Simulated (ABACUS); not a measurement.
Input of an ABACUS 3.10.1 run:

The input INPUT:

```
INPUT_PARAMETERS
suffix              MnO
calculation         scf
basis_type          lcao
pseudo_dir          ./
orbital_dir         ./
symmetry            -1
dft_functional      pz
ecutwfc             100
pseudo_rcut         10
nspin               2
nbands              15
ks_solver           genelpa
smearing_method     gauss
smearing_sigma      0.00367493
scf_thr             1e-07
scf_nmax            100
mixing_type         broyden
mixing_beta         0.4
cal_force           1
cal_stress          1
dft_plus_u          1
orbital_corr        2 -1
hubbard_u           4 0
out_mul             1
out_chg             1
```

The input STRU:

```
ATOMIC_SPECIES
Mn 54.9380 Mn.upf
O 15.9990 O.upf

NUMERICAL_ORBITAL
Mn_confined-atom_7au_3s2p2d1f.orb
O_confined-atom_6au_2s2p1d.orb

LATTICE_CONSTANT
1.8897261246

LATTICE_VECTORS
2.9694859100 0.0000000000 0.0000000000
-1.4847429600 2.5716502300 0.0000000000
0.0000000000 0.0000000000 2.8980711300

ATOMIC_POSITIONS
Direct

Mn
0.0
1
0.0000000000 0.0000000000 0.0000000000 1 1 1 mag 0

O
0.0
1
0.6666666667 0.3333333333 0.5000000000 1 1 1 mag 0
```

KPT

```
K_POINTS
0
Gamma
7 7 6 0 0 0
```

Potentials or basis: PseudoDojo NC SR 0.4.1 LDA standard, DZP LCAO (the cutoffs set its grid).

Command:

```sh
$ OMP_NUM_THREADS=1 mpirun -np 4 abacus > log
```

(1) What does it give for the pressure?

(2) Estimate the absolute moment.

Answers

(1) -5.1 GPa.

(2) 5.00 μB per cell.

Caveat: the atomic orbitals were generated for these runs and aren't a published set; all typed moments are zero, and the program then starts from 1 μB on every atom; the basis of atomic orbitals isn't converged, which shifts pressures, moduli and gaps; a cell with one magnetic atom can't hold antiferromagnetic order, which such compounds often take.
